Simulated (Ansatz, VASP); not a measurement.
# Re in VASP and in Ansatz

```xyz
1
Lattice="2.5782 0.0000 0.0000 0.0000 2.5782 0.0000 0.0000 0.0000 2.5782" Properties=species:S:1:pos:R:3 pbc="T T T"
Re    0.0000    0.0000    0.0000
```

Alike in both runs: functional PBE; k mesh 15 × 15 × 15; occupations fermi-dirac, width 0.08 eV; no spin polarisation.

Ansatz relaxed the structure, and its values are those at the end. VASP's run is a single point on that final structure, the one shown.

```csv
,VASP,Ansatz
version,VASP 6.6.1,Ansatz 0.2.0
potentials or method,"VASP PAW PBE potentials, release 64 (Re)","PAW with Ansatz's default frozen-core files, scalar-relativistic"
plane-wave cutoff (eV),520,420
valence electrons in the cell,7,15
```

Ansatz gave:

```
pressure (GPa) : 0.0
```

Which values does VASP return?

Pressure (GPa): -1.0.

The two sets of potentials don't hold the same shells in valence.

The runs have no spin-orbit coupling, so splittings on Re are missing.
